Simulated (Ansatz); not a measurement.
# Be (bcc): energy against volume

Theory: Ansatz, DFT, RPBE, plane waves (420 eV) with PAW, scalar-relativistic. The PAW files were generated under PBE, with cores re-solved for the functional.

The cell is scaled uniformly from the relaxed one, with fractional coordinates and shape fixed. Energies are extrapolated to zero smearing, pressures are those at the given smearing. Magnetic state: spin not included.

A Birch-Murnaghan fit gives V₀ = 8.02 Å³/atom, B₀ = 119 GPa, B₀′ = 3.5.

What are the energy above the minimum and the pressure at 7.071 Å³/atom?

49.9 meV/atom and 18.55 GPa as computed.

What are the energy above the minimum and the pressure at 8.357 Å³/atom?

5.0 meV/atom and -4.40 GPa as computed.

What are the energy above the minimum and the pressure at 8.678 Å³/atom?

17.9 meV/atom and -7.97 GPa as computed.
